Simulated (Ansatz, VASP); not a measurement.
**TaN in VASP and in Ansatz**

```xyz
2
Lattice="0.0000 2.1195 2.1195 2.1195 0.0000 2.1195 2.1195 2.1195 0.0000" Properties=species:S:1:pos:R:3 pbc="T T T"
Ta    2.1195    2.1195    2.1195
N     0.0000    0.0000    0.0000
```

Change from the starting cell: mode 4 frozen in at +0.000 Å, equal normal strain along x, y and z -0.0250.

Alike in both runs: task single point; functional LDA; k mesh 18 × 18 × 18; occupations gaussian, width 0.15 eV; no spin polarisation.

|  | VASP | Ansatz |
| --- | --- | --- |
| version | VASP 6.6.1 | Ansatz 0.2.0 |
| potentials or method | VASP PAW LDA potentials, release 64 (Ta_pv, N) | scalar-relativistic, plane waves, PAW |
| plane-wave cutoff (eV) | 520 | 520 |
| valence electrons in the cell | 16 | 18 |

```csv
,VASP,Ansatz,Ansatz less VASP
gap on the k mesh at the Fermi level (eV),none,none,-
pressure (GPa),36.8,33.7,-3.04
```

A gap of «none» marks a metal or a gap that the smearing closes. The two sets of potentials don't hold the same shells in valence. Ansatz warned: «pseudo_functional_mismatch».

Caveats: so large a pressure means that the cell lies far from this level's equilibrium, or that cutoff or potentials fall short (VASP). The runs have no spin-orbit coupling, so splittings on Ta are missing.
